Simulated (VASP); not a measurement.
# Be2C (Fm-3m) in VASP: density of states with PBE

Aim: the density of states of Be2C with PBE.

All numbers are computed with VASP 6.6.1; they aren't measurements. Logs are shortened: lines on timing, memory, paths and dates and some standing lists are left out, and cuts for length are marked.

### 1 Starting point

The structure is cubic, space group Fm-3m (No. 225). Conventional cell: a = 4.328 Å, b = 4.328 Å, c = 4.328 Å, α = 90.00°, β = 90.00°, γ = 90.00°. Around Be (site symmetry -43m) lie 4 C at 1.87 Å. C (site symmetry m-3m) is surrounded by 8 Be at 1.87 Å.

### 2 Density of states, PBE

Input file POSCAR:

```
Be2C
1.0
    0.0000000000      2.1642401066      2.1642401066
    2.1642401066      0.0000000000      2.1642401066
    2.1642401066      2.1642401066      0.0000000000
Be C
2 1
Direct
    0.2500000000      0.2500000000      0.2500000000
    0.7500000000      0.7500000000      0.7500000000
    0.0000000000      0.0000000000      0.0000000000
```

Input file INCAR.step1:

```
SYSTEM = Be2C
PREC = Accurate
ENCUT = 520
EDIFF = 1E-6
ISMEAR = 0
SIGMA = 0.02
LREAL = .FALSE.
LASPH = .TRUE.
NELM = 100
ALGO = Fast
ISIF = 2
LWAVE = .FALSE.
LCHARG = .TRUE.
GGA = PE
NBANDS = 11
```

Input file KPOINTS.step1:

```
regular mesh
0
G
  12 12 12
  0 0 0
```

Input file INCAR.step2:

```
SYSTEM = Be2C
PREC = Accurate
ENCUT = 520
EDIFF = 1E-6
ISMEAR = -5
SIGMA = 0.02
LREAL = .FALSE.
LASPH = .TRUE.
NELM = 100
ALGO = Fast
ISIF = 2
LWAVE = .FALSE.
LCHARG = .FALSE.
GGA = PE
LORBIT = 10
NEDOS = 1001
ICHARG = 11
```

Input file KPOINTS.step2:

```
regular mesh
0
G
  18 18 18
  0 0 0
```

Potentials or basis: VASP PAW PBE potentials, release 64 (Be, C).

Started as:

```
$ cat potpaw_PBE.64/Be/POTCAR potpaw_PBE.64/C/POTCAR > POTCAR
$ cp INCAR.step1 INCAR
$ cp KPOINTS.step1 KPOINTS
$ mpirun -np 1 vasp_std > vasp.out
$ cp INCAR.step2 INCAR
$ cp KPOINTS.step2 KPOINTS
$ mpirun -np 1 vasp_std > vasp.out
```

OUTCAR:

```text
SYSTEM = Be2C
   PREC = Accurate
   ENCUT = 520
   EDIFF = 1E-6
   ISMEAR = -5
   LREAL = .FALSE.
   LASPH = .TRUE.
   NELM = 100
   ISIF = 2
   GGA = PE
   LORBIT = 10
   ICHARG = 11

 ion  position               nearest neighbor table
   1  0.250  0.250  0.250-   3 1.87   3 1.87   3 1.87   3 1.87   2 2.16   2 2.16   2 2.16   2 2.16
                             2 2.16   2 2.16
   2  0.750  0.750  0.750-   3 1.87   3 1.87   3 1.87   3 1.87   1 2.16   1 2.16   1 2.16   1 2.16
                             1 2.16   1 2.16
   3  0.000  0.000  0.000-   1 1.87   2 1.87   2 1.87   2 1.87   2 1.87   1 1.87   1 1.87   1 1.87

  LATTYP: Found a face centered cubic cell.
 ALAT       =     4.3284802132

  Lattice vectors:

 A1 = (   0.0000000000,   2.1642401066,   2.1642401066)
 A2 = (   2.1642401066,   0.0000000000,   2.1642401066)
 A3 = (   2.1642401066,   2.1642401066,   0.0000000000)

Analysis of symmetry for initial positions (statically):
=====================================================================
 Subroutine PRICEL returns:
 Original cell was already a primitive cell.

 Routine SETGRP: Setting up the symmetry group for a
 face centered cubic supercell.

 Subroutine GETGRP returns: Found 48 space group operations
 (whereof 48 operations were pure point group operations)
 out of a pool of 48 trial point group operations.

The static configuration has the point symmetry O_h .

Analysis of symmetry for dynamics (positions and initial velocities):
=====================================================================
 Subroutine PRICEL returns:
 Original cell was already a primitive cell.

 Routine SETGRP: Setting up the symmetry group for a
 face centered cubic supercell.

 Subroutine GETGRP returns: Found 48 space group operations
 (whereof 48 operations were pure point group operations)
 out of a pool of 48 trial point group operations.

The dynamic configuration has the point symmetry O_h .

 Subroutine INISYM returns: Found 48 space group operations
 (whereof 48 operations are pure point group operations),
 and found     1 'primitive' translations

----------------------------------------------------------------------------------------

                                     Primitive cell

  volume of cell :      20.2743

  direct lattice vectors                    reciprocal lattice vectors
     0.000000000  2.164240107  2.164240107    -0.231027971  0.231027971  0.231027971
     2.164240107  0.000000000  2.164240107     0.231027971 -0.231027971  0.231027971
     2.164240107  2.164240107  0.000000000     0.231027971  0.231027971 -0.231027971

  length of vectors
     3.060697711  3.060697711  3.060697711     0.400152183  0.400152183  0.400152183

  position of ions in fractional coordinates (direct lattice)
     0.250000000  0.250000000  0.250000000
     0.750000000  0.750000000  0.750000000
     0.000000000  0.000000000  0.000000000

  ion indices of the primitive-cell ions
   primitive index   ion index
                 1           1
                 2           2
                 3           3

----------------------------------------------------------------------------------------

 KPOINTS: regular mesh

Automatic generation of k-mesh.
 Grid dimensions read from file:
 generate k-points for:   18   18   18

 Generating k-lattice:

  Cartesian coordinates                     Fractional coordinates (reciprocal lattice)
    -0.012834887  0.012834887  0.012834887     0.055555556  0.000000000  0.000000000
     0.012834887 -0.012834887  0.012834887     0.000000000  0.055555556  0.000000000
     0.012834887  0.012834887 -0.012834887     0.000000000  0.000000000  0.055555556

  Length of vectors
     0.022230677  0.022230677  0.022230677

  Shift w.r.t. Gamma in fractional coordinates (k-lattice)
     0.000000000  0.000000000  0.000000000

 TETIRR: Found    806 inequivalent tetrahedra from    34992

 Subroutine IBZKPT returns following result:
 ===========================================

 Found    195 irreducible k-points:

 Following reciprocal coordinates:
            Coordinates               Weight
  0.000000  0.000000  0.000000      1.000000
  0.055556  0.000000  0.000000      8.000000
  0.111111  0.000000  0.000000      8.000000
  0.166667  0.000000  0.000000      8.000000
  0.222222  0.000000  0.000000      8.000000
  0.277778  0.000000  0.000000      8.000000
[... 16 lines left out ...]
 -0.277778  0.055556  0.000000     24.000000
 -0.222222  0.055556  0.000000     24.000000
 [... further k-points ...]
   k-points           NKPTS =    195   k-points in BZ     NKDIM =    195   number of bands    NBANDS=      8
   number of dos      NEDOS =   1001   number of ions     NIONS =      3
   total plane-waves  NPLWV =  13824
   dimension x,y,z NGX =    24 NGY =   24 NGZ =   24
   dimension x,y,z NGXF=    48 NGYF=   48 NGZF=   48
   ions per type =               2   1
   NGX,Y,Z   is equivalent  to a cutoff of  13.04, 13.04, 13.04 a.u.
   NGXF,Y,Z  is equivalent  to a cutoff of  26.07, 26.07, 26.07 a.u.
 SYSTEM =  Be2C
   PREC   = accura    normal or accurate (medium, high low for compatibility)
   ISTART =      0    job   : 0-new  1-cont  2-samecut
   ICHARG =     11    charge: 1-file 2-atom 10-const
   ISPIN  =      1    spin polarized calculation?
   LNONCOLLINEAR =      F non collinear calculations
   LSORBIT =      F    spin-orbit coupling
   LASPH  =      T    aspherical Exc in radial PAW
   ENCUT  =  520.0 eV  38.22 Ry    6.18 a.u.   5.69  5.69  5.69*2*pi/ulx,y,z
   NELM   =    100;   NELMIN=  2; NELMDL=  0     # of ELM steps
   EDIFF  = 0.1E-05   stopping-criterion for ELM
   LREAL  =      F    real-space projection
   EDIFFG = 0.1E-04   stopping-criterion for IOM
   NSW    =      0    number of steps for IOM
   IBRION =     -1    ionic relax: 0-MD 1-quasi-New 2-CG
   NFREE  =      0    steps in history (QN), initial steepest desc. (CG)
   ISIF   =      2    stress and relaxation
   ISYM   =      2    0-nonsym 1-usesym 2-fastsym
   POTIM  = 0.5000    time-step for ionic-motion
   TEBEG  =    0.0;   TEEND  =   0.0 temperature during run
   PSTRESS=    0.0 pullay stress
   NELECT =       8.0000    total number of electrons
   NUPDOWN=      -1.0000    fix difference up-down
   EMIN   =  10.00;   EMAX   =-10.00  energy-range for DOS
   EFERMI =   0.00;   METHOD = LEGACY
   ISMEAR =    -5;   SIGMA  =   0.02  broadening in eV -4-tet -1-fermi 0-gaus
   EFERMI_NEDOS =   21; number of points for ismear=-14 and -15
   IALGO  =     68    algorithm
   IMIX   =      4    mixing-type and parameters
     AMIX     =   0.40;   BMIX     =  1.00
     AMIX_MAG =   1.60;   BMIX_MAG =  1.00
  volume/ion in A,a.u.               =       6.76        45.61
  Fermi-wavevector in a.u.,A,eV,Ry     =   1.200760  2.269107 19.617200  1.441824
  Thomas-Fermi vector in A             =   2.336587
   LORBIT       =     10    0 simple, 1 ext, 2 COOP (PROOUT), +10 PAW based schemes
   GGA     = PE    functional components
   LHFCALC =     F    Hartree Fock is set to
   AEXX    =    0.0000 exact exchange contribution
   IVDW    =     0    specifies the selected vdW correction
   LEPSILON=     F    determine dielectric tensor
   LRPA    =     F    only Hartree local field effects (RPA)
 non-spin polarized calculation
 RMM-DIIS sequential band-by-band and
 Fermi weights with tetrahedron method with Bloechl corrections
  energy-cutoff  :      520.00
  volume of cell :       20.27
 maximum number of plane-waves:       568

 number of electron       8.0000000 magnetization

 Free energy of the ion-electron system (eV)
  ---------------------------------------------------
  ext. energy  EPLUGINS =         0.00000000
  ---------------------------------------------------
  free energy    TOTEN  =       -17.45577630 eV

  energy without entropy =      -17.45577630  energy(sigma->0) =      -17.45577630

 E-fermi :   7.7496     XC(G=0): -11.4406

 val. band max:        7.7337664830   @ k =   0.0000   0.0000   0.0000
 cond. band min:       8.8918080894   @ k =   0.5000   0.5000   0.0000
 fundamental gap:      1.1580416064
 Fermi energy:         7.7495527053

 k-point     1 :       0.0000    0.0000    0.0000
  band No.  band energies     occupation
      1      -7.3095      2.00000
      2       7.7338      2.00000
      3       7.7338      2.00000
      4       7.7338      2.00000
      5      11.8627      0.00000
      6      11.8627      0.00000
      7      11.8627      0.00000
      8      14.4901      0.00000

 k-point     2 :       0.0556    0.0000    0.0000
  band No.  band energies     occupation
      1      -7.2601      2.00000
      2       7.2543      2.00000
      3       7.6302      2.00000
      4       7.6302      2.00000
      5      12.0138      0.00000
      6      12.0138      0.00000
      7      12.1934      0.00000
      8      14.6063      0.00000

 k-point     3 :       0.1111    0.0000    0.0000
  band No.  band energies     occupation
      1      -7.1125      2.00000
      2       6.1675      2.00000
      3       7.3691      2.00000
      4       7.3691      2.00000
      5      12.3934      0.00000
      6      12.3934      0.00000
      7      12.8128      0.00000
      8      14.9613      0.00000
[... 210 lines left out ...]
 k-point    23 :      -0.2778    0.0556    0.0000
  band No.  band energies     occupation
      1      -5.9123      2.00000
      2       1.8912      2.00000
      3       5.7914      2.00000
      4       6.5835      2.00000
      5      13.1280      0.00000
      6      13.4729      0.00000
      7      14.3239      0.00000
      8      16.6325      0.00000

 k-point    24 :      -0.2222    0.0556    0.0000
  band No.  band energies     occupation
      1      -6.3580      2.00000
      2       3.1295      2.00000
      3       6.0112      2.00000
      4       6.9054      2.00000
      5      13.0551      0.00000
      6      13.5321      0.00000
      7      14.0467      0.00000
      8      16.0833      0.00000

 [... further k-points ...]
[... 5 lines left out ...]
  --------------------------------------------------------------------------------------
  -------------------------------------------------------------------------------------
  Total        0.0506184      0.0506184      0.0506184      0.0000000      0.0000000      0.0000000
  in kB        4.0001157      4.0001157      4.0001157      0.0000000      0.0000000      0.0000000
  external PRESSURE =       4.0001157 kB  Pullay stress =       0.0000000 kB

 VOLUME and BASIS-vectors are now :
 -----------------------------------------------------------------------------
  energy-cutoff  :      520.00
  volume of cell :       20.27
      direct lattice vectors                 reciprocal lattice vectors
     0.000000000  2.164240107  2.164240107    -0.231027971  0.231027971  0.231027971
     2.164240107  0.000000000  2.164240107     0.231027971 -0.231027971  0.231027971
     2.164240107  2.164240107  0.000000000     0.231027971  0.231027971 -0.231027971

 POSITION                                       TOTAL-FORCE (eV/Angst)
 -----------------------------------------------------------------------------------
      1.08212      1.08212      1.08212        -0.000000     -0.000000     -0.000000
      3.24636      3.24636      3.24636         0.000000      0.000000      0.000000
      0.00000      0.00000      0.00000        -0.000000      0.000000     -0.000000
 -----------------------------------------------------------------------------------
    total drift:                               -0.000000     -0.000000      0.000000

  FREE ENERGIE OF THE ION-ELECTRON SYSTEM (eV)
  ---------------------------------------------------
  free  energy   TOTEN  =       -17.4557763020 eV

  energy  without entropy=      -17.4557763020  energy(sigma->0) =      -17.45577630

 total charge

# of ion       s       p       d       tot
------------------------------------------
    1        0.427   0.840   0.000   1.267
    2        0.427   0.840   0.000   1.267
    3        0.805   1.697   0.000   2.502
--------------------------------------------------
tot          1.660   3.376   0.000   5.035
```

Run time: 14 s. Hardware: 1 thread of AMD EPYC 9R45 (Zen 5), shared host; peak memory 0.12 GiB.

Results:

- Valence electrons inside the program's atomic spheres: Be 1.27; C 2.50

States per cell in windows of 1 eV (zero at the valence-band top; states under -8 eV left out):
| from (eV) | total | C3_p | Be1_p | Be2_p | Be1_s | Be2_s | C3_s |
| --- | --- | --- | --- | --- | --- | --- | --- |
| -8.0 | 0.60 | 0.11 | 0.07 | 0.07 | 0.05 | 0.05 | 0.01 |
| -7.0 | 0.72 | 0.15 | 0.07 | 0.07 | 0.06 | 0.06 | 0.03 |
| -6.0 | 0.80 | 0.19 | 0.08 | 0.08 | 0.06 | 0.06 | 0.02 |
| -5.0 | 1.13 | 0.30 | 0.15 | 0.15 | 0.05 | 0.05 | 0.02 |
| -4.0 | 0.99 | 0.30 | 0.14 | 0.14 | 0.03 | 0.03 | 0.01 |
| -3.0 | 0.88 | 0.30 | 0.11 | 0.11 | 0.01 | 0.01 | 0.01 |
| -2.0 | 0.53 | 0.21 | 0.06 | 0.06 | 0.00 | 0.00 | 0.00 |
| -1.0 | 0.19 | 0.09 | 0.01 | 0.01 | 0.00 | 0.00 | 0.00 |
| 0.0 | 0.00 | 0.00 | 0.00 | 0.00 | 0.00 | 0.00 | 0.00 |
| 1.0 | 0.04 | 0.00 | 0.00 | 0.00 | 0.00 | 0.00 | 0.01 |
| 2.0 | 0.14 | 0.01 | 0.01 | 0.01 | 0.00 | 0.00 | 0.02 |
| 3.0 | 0.27 | 0.02 | 0.02 | 0.02 | 0.01 | 0.01 | 0.02 |
| 4.0 | 0.83 | 0.07 | 0.13 | 0.13 | 0.03 | 0.03 | 0.03 |
| 5.0 | 1.24 | 0.09 | 0.25 | 0.25 | 0.06 | 0.06 | 0.02 |
| 6.0 | 1.02 | 0.05 | 0.20 | 0.20 | 0.08 | 0.08 | 0.06 |
| 7.0 | 1.22 | 0.10 | 0.20 | 0.20 | 0.09 | 0.09 | 0.11 |
